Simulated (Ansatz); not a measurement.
HfN, DFT, LDA, all-electron PAW with datasets made for the crystal, scalar-relativistic (Ansatz 0.2.0), run on 1 thread of Arm Neoverse V2 on a shared host.

The geometry is COD entry 1539063, unchecked; take it as a test cell. The listed cell was then made from it by scaling, straining or moving an atom.

Command: `ansatz run input.yaml --threads 1 --pin off --max-ram 3072MiB --backend cpu --events-out ev --progress --plain --runs-dir out`

```yaml
crystal:
  lattice:
    - [0.0, 2.30418, 2.259]
    - [2.30418, 0.0, 2.259]
    - [2.30418, 2.30418, 0.0]
  atoms:
    - { symbol: Hf, position: [0.0, 0.0, 0.0] }
    - { symbol: "N", position: [0.5, 0.5, 0.5] }
kpoints:
  mp_grid: { grid: [10, 10, 10] }
scf:
  occupations: { method: fermi_dirac, width: 0.03 }
hamiltonian:
  xc: lda
  pseudopotentials: { kind: all_electron, datasets: crystal }
output:
  forces: true
  stress: true
  eigenvalues: true
  efg: { contact_densities: true }
```

(1) How large is the problem that the program sets up?

(2) About how long does it take, and how much memory does it use?

(3) And the same cell and mesh by frozen-core PAW, asked for forces, stress, eigenvalues, efg, write_density, write_potential, elf, on the same hardware?

## Answers

(1) 102 irreducible k-points, 475 plane waves at Γ, 22 bands.

(2) 16 s of wall time for 10 SCF iterations, with a peak of 0.58 GiB. Times on shared machines scatter by tens of per cent.

(3) 5.2 s, peak memory 0.4 GiB.
